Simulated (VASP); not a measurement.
A run of VASP 6.6.1 is set up as follows.

File POSCAR:

```
AlAs                                    
1.0
    0.0000000000      2.8408844734      2.8408844734
    2.8408844734      0.0000000000      2.8408844734
    2.8408844734      2.8408844734      0.0000000000
  Al              As            
     1     1
Direct
     0.0000000000000000    0.0000000000000000    0.0000000000000000
     0.2500000000000000    0.2500000000000000    0.2500000000000000
```

Contents of INCAR.step1:

```
SYSTEM = AlAs
PREC     = Accurate       ! precision mode
ENCUT    = 520            ! plane-wave cutoff, eV
EDIFF    = 1E-5           ! SCF threshold, eV
ISMEAR   = 0              ! smearing method
SIGMA    = 0.03           ! smearing width, eV
LREAL    = .FALSE.        ! projectors in reciprocal space
LASPH    = .TRUE.         ! aspherical terms in the spheres
NELM     = 80             ! most SCF steps
ALGO     = Normal         ! electronic algorithm
ISIF     = 2              ! what is computed and relaxed
LWAVE    = .TRUE.         ! write WAVECAR
LCHARG   = .FALSE.        ! write CHGCAR
GGA      = PE             ! functional
```

File INCAR.step2:

```
SYSTEM = AlAs
PREC     = Accurate       ! precision mode
ENCUT    = 520            ! plane-wave cutoff, eV
EDIFF    = 1E-6           ! SCF threshold, eV
ISMEAR   = 0              ! smearing method
SIGMA    = 0.03           ! smearing width, eV
LREAL    = .FALSE.        ! projectors in reciprocal space
LASPH    = .TRUE.         ! aspherical terms in the spheres
NELM     = 80             ! most SCF steps
ALGO     = Normal         ! electronic algorithm
ISIF     = 2              ! what is computed and relaxed
LWAVE    = .FALSE.        ! write WAVECAR
LCHARG   = .FALSE.        ! write CHGCAR
METAGGA  = MBJ            ! meta-GGA
ISTART   = 1
```

The input KPOINTS:

```
regular mesh
0
G
  8 8 8
  0 0 0
```

Contents of KPOINTS_OPT:

```
explicit points
302
Reciprocal
 0.0000000000  0.0000000000  0.0000000000 1
 0.0263157895  0.0000000000  0.0263157895 1
 0.0526315789  0.0000000000  0.0526315789 1
 0.0789473684  0.0000000000  0.0789473684 1
 0.1052631579  0.0000000000  0.1052631579 1
 0.1315789474  0.0000000000  0.1315789474 1
[... 294 lines left out ...]
 0.5111486200  0.0222972300  0.5111486200 1
 0.4888513800 -0.0222972300  0.4888513800 1
```

Potentials or basis: VASP PAW PBE potentials, release 64 (Al, As).

Run with:

```bash
$ cat potpaw_PBE.64/Al/POTCAR potpaw_PBE.64/As/POTCAR > POTCAR
$ cp INCAR.step1 INCAR
$ mpirun -np 1 vasp_std > vasp.out
$ cp INCAR.step2 INCAR
$ mpirun -np 1 vasp_std > vasp.out
```

Task: Predict the band gap on the k mesh.

Result: 2.18 eV, indirect (least direct gap 2.87 eV).

Task: Estimate the band gap along the path.

Result: 2.18 eV, indirect (least direct gap 2.87 eV).

Levels at the corners of the path, in eV from the valence-band top:
```tsv
point	band 1	band 2	band 3	band 4	band 5	band 6	band 7	band 8
Γ	-11.60	0.00	0.00	0.00	2.87	4.74	4.74	4.74
X	-9.71	-5.16	-2.04	-2.04	2.18	2.84	11.15	11.15
X	-9.71	-5.16	-2.04	-2.04	2.18	2.84	11.15	11.15
W	-9.68	-4.84	-2.94	-2.58	4.89	6.05	6.38	6.49
W	-9.68	-4.84	-2.94	-2.58	4.89	6.05	6.38	6.49
K	-9.74	-4.91	-3.14	-1.69	2.90	5.45	8.74	9.04
K	-9.74	-4.91	-3.14	-1.69	2.90	5.45	8.74	9.04
Γ	-11.60	0.00	0.00	0.00	2.87	4.74	4.74	4.74
Γ	-11.60	0.00	0.00	0.00	2.87	4.74	4.74	4.74
L	-10.24	-5.25	-0.79	-0.79	2.78	5.19	5.19	8.66
L	-10.24	-5.25	-0.79	-0.79	2.78	5.19	5.19	8.66
U	-9.74	-4.91	-3.14	-1.69	2.90	5.45	8.74	9.04
U	-9.74	-4.91	-3.14	-1.69	2.90	5.45	8.74	9.04
W	-9.68	-4.84	-2.94	-2.58	4.89	6.05	6.38	6.49
W	-9.68	-4.84	-2.94	-2.58	4.89	6.05	6.38	6.49
L	-10.24	-5.25	-0.79	-0.79	2.78	5.19	5.19	8.66
L	-10.24	-5.25	-0.79	-0.79	2.78	5.19	5.19	8.66
K	-9.74	-4.91	-3.14	-1.69	2.90	5.45	8.74	9.04
U	-9.74	-4.91	-3.14	-1.69	2.90	5.45	8.74	9.04
X	-9.71	-5.16	-2.04	-2.04	2.18	2.84	11.15	11.15
```
